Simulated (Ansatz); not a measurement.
Mg:

```
Mg
1.0
     3.20930    0.00000    0.00000
    -1.60465    2.77934    0.00000
     0.00000    0.00000    5.21030
Mg
2
Direct
  0.66667 0.33333 0.75000
  0.33333 0.66667 0.25000
```

* Program: Ansatz 0.2.0
* Task: relaxation of cell and atoms
* Functional: PBEsol
* Dispersion: D3(BJ)
* Potentials or basis: Ansatz PAW
* Cutoff: 420 eV (not typed: the program's choice for these potentials)
* k mesh: 10 × 10 × 5
* Occupations: fermi-dirac, width 0.05 eV
* Spin: no spin polarisation

At the start: volume 23.24 Å³/atom.

Q: Where does the relaxation end?

A: It ends after 6 steps and the volume is 21.41 Å³/atom (-7.9 %); space group P6_3/mmc (No. 194, to 0.05 Å).

Step by step:
| step | energy change (eV) | largest force (eV/Å) | volume (Å³) |
| --- | --- | --- | --- |
| 1 | 0.0000 | 0.0000 | 46.47 |
| 2 | -0.0372 | 0.0000 | 43.47 |
| 3 | -0.0399 | 0.0000 | 42.57 |
| 4 | -0.0401 | 0.0000 | 42.81 |
| 5 | -0.0401 | 0.0000 | 42.82 |
| 6 | -0.0400 | 0.0000 | 42.82 |

Final structure:
```xyz
2
Lattice="3.0943 0.0000 0.0000 -1.5472 2.6798 0.0000 0.0000 0.0000 5.1643" Properties=species:S:1:pos:R:3 pbc="T T T"
Mg    1.5472    0.8933    3.8732
Mg    0.0000    1.7865    1.2911
```

Caveat: the plane-wave basis is chosen anew once the cell has moved, so the energies of steps on either side of that aren't comparable; pairwise dispersion overbinds metals, which lowers pressure and volume; the PAW data sets come from PBE, with cores solved anew for the run's functional, which leaves a small shift of forces and pressure.
